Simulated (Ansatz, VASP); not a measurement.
# One calculation of AlNi, two programs

The input INCAR:

```
SYSTEM = AlNi
PREC = Accurate
ENCUT = 520
EDIFF = 1E-6
ISMEAR = 0
SIGMA = 0.1
LREAL = .False.
LASPH = .True.
NELM = 80
ALGO = Fast
ISIF = 2
LWAVE = .False.
LCHARG = .False.
GGA = PE
NBANDS = 14
```

The input KPOINTS:

```
Automatic mesh
0
Gamma
  18 18 12
  0 0 0
```

Contents of POSCAR:

```
AlNi
1.0
    2.3006810000     -1.3946800000      0.0000000000
    2.3006810000      1.3946800000      0.0000000000
   -1.3564510000      0.0000000000      3.8808380000
Al Ni
1 1
Direct
    0.0000000000      0.0000000000      0.0000000000
    0.5000000000      0.5000000000      0.5000000000
```

Input for Ansatz:

```yaml
crystal:
  lattice:
    - [2.300681, -1.39468, 0.0]
    - [2.300681, 1.39468, 0.0]
    - [-1.356451, 0.0, 3.880838]
  atoms:
    - { symbol: Al, position: [0.0, 0.0, 0.0] }
    - { symbol: Ni, position: [0.5, 0.5, 0.5] }
basis:
  ecutwfc: 420
kpoints:
  mp_grid: { grid: [18, 18, 12] }
hamiltonian:
  xc: pbe
scf:
  occupations: { method: gaussian, width: 0.1 }
output:
  forces: true
  stress: true
  eigenvalues: true
  populations: true
  write_density: true
  write_potential: true
  elf: true
  volumetric_format: npy
```

The cell comes from a database or a generator and needn't be the stable form of this composition.

Alike in both runs: task single point; functional PBE; k mesh 18 × 18 × 12; occupations gaussian, width 0.1 eV; no spin polarisation.

|  | VASP | Ansatz |
| --- | --- | --- |
| version | VASP 6.6.1 | Ansatz 0.2.0 |
| potentials or method | VASP PAW PBE potentials, release 64 (Al, Ni) | scalar-relativistic, plane waves, PAW |
| plane-wave cutoff (eV) | 520 | 420 |
| valence electrons in the cell | 13 | 21 |

```tsv
	VASP	Ansatz	Ansatz less VASP
gap on the k mesh at the Fermi level (eV)	none	none	-
pressure (GPa)	1.7	1.9	+0.16
largest component of the traceless stress (GPa)	0.93	1.02	+0.089
```

A gap of «none» marks a metal or a gap that the smearing closes. The two sets of potentials don't hold the same shells in valence.

Spin polarisation is off, so any magnetic state and its effect on volume and gap are missing.
